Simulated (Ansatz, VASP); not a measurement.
One calculation of Ti, two programs

The input INCAR:

```
PREC = Accurate ; ENCUT = 520
EDIFF = 1E-6 ; ISMEAR = 0
SIGMA = 0.15 ; LREAL = F
LASPH = T ; NELM = 100
ALGO = Fast ; ISIF = 2
LWAVE = F ; LCHARG = T
GGA = PS ; LELF = T
LVHAR = T ; NBANDS = 12
```

KPOINTS

```
Automatic mesh
0
Gamma
  20 20 20
```

The input POSCAR:

```
Ti
1.0
   -1.6410000000      1.5179250000      1.6410000000
    1.6410000000     -1.5179250000      1.6410000000
    1.6410000000      1.5179250000     -1.6410000000
Ti
1
Direct
    0.0000000000      0.0000000000      0.0000000000
```

Input for Ansatz:

```yaml
crystal:
  lattice:
    - [-1.641, 1.517925, 1.641]
    - [1.641, -1.517925, 1.641]
    - [1.641, 1.517925, -1.641]
  atoms:
    - { symbol: Ti, position: [0.0, 0.0, 0.0] }
basis:
  ecutwfc: 420
kpoints:
  mp_grid: { grid: [20, 20, 20] }
hamiltonian:
  xc: pbesol
scf:
  occupations: { method: gaussian, width: 0.15 }
output:
  forces: true
  stress: true
  eigenvalues: true
```

Change from the starting cell: strain -0.0750 x Voigt [0, 1, 0, 0, 0, 0], atoms carried along.

Alike in both runs: task single point; functional PBEsol; k mesh 20 × 20 × 20; occupations gaussian, width 0.15 eV; no spin polarisation.

```csv
,VASP,Ansatz
version,VASP 6.6.1,Ansatz 0.2.0
potentials or method,"VASP PAW PBE potentials, release 64 (Ti_sv)","scalar-relativistic, plane waves, PAW"
plane-wave cutoff (eV),520,420
valence electrons in the cell,12,12
```

```tsv
	VASP	Ansatz	Ansatz less VASP
gap on the k mesh at the Fermi level (eV)	none	none	-
pressure (GPa)	1.2	1.5	+0.32
largest component of the traceless stress (GPa)	1.60	1.58	-0.013
```

A gap of «none» marks a metal or a gap that the smearing closes. The functional is the same, so the differences come from potentials, cutoffs and numerics.

Caveats: the PAW data sets were made with another functional, which shifts forces and pressure a little (VASP).
